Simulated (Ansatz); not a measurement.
A surface is cut from this relaxed crystal of Al:

```cif
data_structure
_symmetry_space_group_name_H-M 'Fm-3m'
_symmetry_Int_Tables_number 225
_cell_length_a 4.0156
_cell_length_b 4.0156
_cell_length_c 4.0156
_cell_angle_alpha 90.000
_cell_angle_beta 90.000
_cell_angle_gamma 90.000
_cell_volume 64.75
loop_
_atom_site_label
_atom_site_type_symbol
_atom_site_symmetry_multiplicity
_atom_site_Wyckoff_symbol
_atom_site_fract_x
_atom_site_fract_y
_atom_site_fract_z
_atom_site_occupancy
Al1 Al 4 a 0.00000 0.00000 0.00000 1
```

Miller indices refer to the conventional cell of Fm-3m (No. 225), a = 4.016 Å, b = 4.016 Å, c = 4.016 Å, α = 90.00°, β = 90.00°, γ = 90.00°.

The (100) slab of 6 planes, 10.0 Å thick with 15 Å of vacuum as cut; outer planes Al (top) and Al (bottom).

All numbers below come from Ansatz, DFT PBEsol, scalar-relativistic, plane waves, PAW. Settings: cutoff 420 eV, Γ-centred mesh 12×12×1 on the computed 6-atom cell, Gaussian smearing of 0.10 eV; no spin polarisation. A dipole correction removes the field between periodic images along c.

Results for the relaxed slab:

```
Surface energy (mean of both faces) : 1.08 J/m²
Work function                       : 4.30 eV
```

Relaxation lowers the energy by 0.002 J/m² a face; the largest move is 0.032 Å.

```csv
plane (bottom to top),atoms,"spacing to next, bulk (Å)",relaxed (Å),change (%)
1,Al,2.008,1.994,-0.7
2,Al,2.008,1.988,-1.0
3,Al,2.008,2.012,+0.2
4,Al,2.008,1.988,-1.0
5,Al,2.008,1.994,-0.7
6,Al,,,
```